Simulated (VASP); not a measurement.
# PbS: molecular dynamics with a thermostat

PbS, Cmc2_1 (no. 36), 8 atoms in the cell. PBE, molecular dynamics; PAW potentials Pb, S (PBE set).

Ensemble: Nose-Hoover chain; Target temperature (K): 1000.

## Input

INCAR:
```
SYSTEM = PbS
GGA = PE
PREC = Normal
ENCUT = 260
EDIFF = 1E-6
NELMIN = 4
NELM = 60
ALGO = Normal
LREAL = Auto
LASPH = .TRUE.
ISMEAR = 0
SIGMA = 0.05
ISYM = 0
LWAVE = .FALSE.
LCHARG = .FALSE.
IBRION = 0
NSW = 60
POTIM = 2.0
TEBEG = 1000
ISIF = 2
RANDOM_SEED = 294643 0 0
MDALGO = 4
NHC_NCHAINS = 3
NHC_PERIOD = 30
KPAR = 2
```

KPOINTS:
```
k-points
0
Gamma
  3 2 2
```

POSCAR:
```
PbS
1.0
    4.1138836800      0.0000000000      0.0000000000
    0.0000000000      7.1316585300      0.0000000000
    0.0000000000      0.0000000000      7.5599447400
Pb S
4 4
Direct
    0.0000000000      0.0010316600      0.9867318100
    0.5000000000      0.4989683400      0.4867318100
    0.5000000000      0.5010316600      0.9867318100
    0.0000000000      0.9989683400      0.4867318100
    0.5000000000      0.1671454800      0.1924681900
    0.0000000000      0.3328545200      0.6924681900
    0.0000000000      0.6671454800      0.1924681900
    0.5000000000      0.8328545200      0.6924681900
```

Commands:
```
cat potpaw_PBE.64/Pb/POTCAR potpaw_PBE.64/S/POTCAR > POTCAR
mpirun -np 2 vasp_std > vasp.out
```

## Result

- Mean temperature (K): 767
- Rise of the mean potential energy above the start (meV/atom): 51.2
- Electronic steps per ionic step after the first: 4.1

Course of the run:

| Time (fs) | Temperature (K) | Potential energy less the first (meV/atom) |
|---|---|---|
| 2 | 1000 | 0.0 |
| 12 | 964 | 4.0 |
| 20 | 892 | 12.4 |
| 30 | 773 | 26.6 |
| 38 | 686 | 37.8 |
| 48 | 628 | 47.2 |
| 56 | 630 | 50.6 |
| 66 | 665 | 53.5 |
| 74 | 693 | 58.1 |
| 84 | 712 | 68.4 |
| 92 | 724 | 78.5 |
| 102 | 766 | 88.6 |
| 110 | 827 | 92.8 |
| 120 | 899 | 96.5 |

REPORT:
```
MDALGO =   4
           NHC_NCHAINS =   3
            NHC_PERIOD =    30
            NHC_NRESPA =    1
                NHC_NS =  1
               SCALING =       0
                 CNEXP =     9.000   14.000
           RANDOM_SEED =            294643                0                0

   original number of atomic DOF:         21
   number of independent constraints:      0
   number of active DOF:                  21

========================================
         MD step No.       1
========================================

  Atomic velocities initialized by STEP_tb

  >Nose-Hoover_chains
                       xs       vs(fs^-1)
   nhc_s>  -0.11244402E-07  -0.22486462E-07
   nhc_s>  -0.13889371E-03  -0.27779707E-03
   nhc_s>  -0.13888889E-03  -0.27773919E-03

  >Energies
                    E_tot             E_pot             E_kin               EPS                ES
   e_b>   -0.33829752E+02   -0.34734505E+02    0.90475227E+00    0.23935522E-04   -0.23957947E-04

  >Temperature
               T_sim     T_inst
   tmprt>   1000.000    999.919

           RANDOM_SEED =            294643               48                0

[... steps left out ...]

========================================
         MD step No.      60
========================================

  >Nose-Hoover_chains
                       xs       vs(fs^-1)
   nhc_s>  -0.51523182E+00  -0.50907966E-02
   nhc_s>  -0.35483546E-01   0.41114571E-01
   nhc_s>  -0.10689895E+01   0.17873272E-02

  >Energies
                    E_tot             E_pot             E_kin               EPS                ES
   e_b>   -0.33829590E+02   -0.33962307E+02    0.81316463E+00    0.34711839E+00   -0.10275665E+01

  >Temperature
               T_sim     T_inst
   tmprt>   1000.000    898.698

           RANDOM_SEED =            294643               48                0
```

OSZICAR:
```
N       E                     dE             d eps       ncg     rms          rms(c)
DAV:   1     0.154179711594E+03    0.15418E+03   -0.10059E+04   400   0.732E+02
DAV:   2    -0.199542277331E+02   -0.17413E+03   -0.17009E+03   524   0.167E+02
DAV:   3    -0.363635522987E+02   -0.16409E+02   -0.15892E+02   467   0.565E+01
DAV:   4    -0.368288888434E+02   -0.46534E+00   -0.46468E+00   582   0.103E+01
DAV:   5    -0.368358868648E+02   -0.69980E-02   -0.69953E-02   494   0.130E+00    0.184E+01
DAV:   6    -0.346960309308E+02    0.21399E+01   -0.74010E+00   460   0.961E+00    0.112E+01
DAV:   7    -0.347420567347E+02   -0.46026E-01   -0.15808E+00   564   0.437E+00    0.684E+00
DAV:   8    -0.347319676650E+02    0.10089E-01   -0.11393E-01   519   0.139E+00    0.230E+00
DAV:   9    -0.347341824739E+02   -0.22148E-02   -0.52011E-03   517   0.402E-01    0.820E-01
DAV:  10    -0.347343458222E+02   -0.16335E-03   -0.15536E-03   581   0.165E-01    0.218E-01
DAV:  11    -0.347344849493E+02   -0.13913E-03   -0.60830E-04   532   0.107E-01    0.966E-02
DAV:  12    -0.347344930796E+02   -0.81303E-05   -0.18572E-05   527   0.217E-02    0.622E-02
[... left out ...]
     58 T=   874. E= -.33820410E+02 F= -.33975437E+02 E0= -.33975437E+02  EK= 0.80041E+00 SP= -.10E+01 SK= 0.36E+00
     59 T=   888. E= -.33820912E+02 F= -.33969359E+02 E0= -.33969358E+02  EK= 0.81185E+00 SP= -.10E+01 SK= 0.35E+00
[... last step whole ...]
       N       E                     dE             d eps       ncg     rms          rms(c)
DAV:   1    -0.339622955436E+02    0.70632E-02   -0.24083E-02   633   0.181E+00    0.170E-02
DAV:   2    -0.339623068362E+02   -0.11293E-04   -0.13099E-04   423   0.669E-02    0.120E-02
DAV:   3    -0.339623068864E+02   -0.50179E-07   -0.24128E-06   424   0.849E-03    0.748E-03
DAV:   4    -0.339623067487E+02    0.13772E-06   -0.34451E-07   280   0.348E-03
     60 T=   899. E= -.33821416E+02 F= -.33962307E+02 E0= -.33962307E+02  EK= 0.82134E+00 SP= -.10E+01 SK= 0.35E+00
```

Limits: 120 fs of 8 atoms are too short for converged averages; the cell is only 4.1 Å across, so each atom moves in step with near copies of itself.

VASP 6.6.1 took 218 s on 2 cores (AMD EPYC 7R43 (Zen 3)), a shared host.
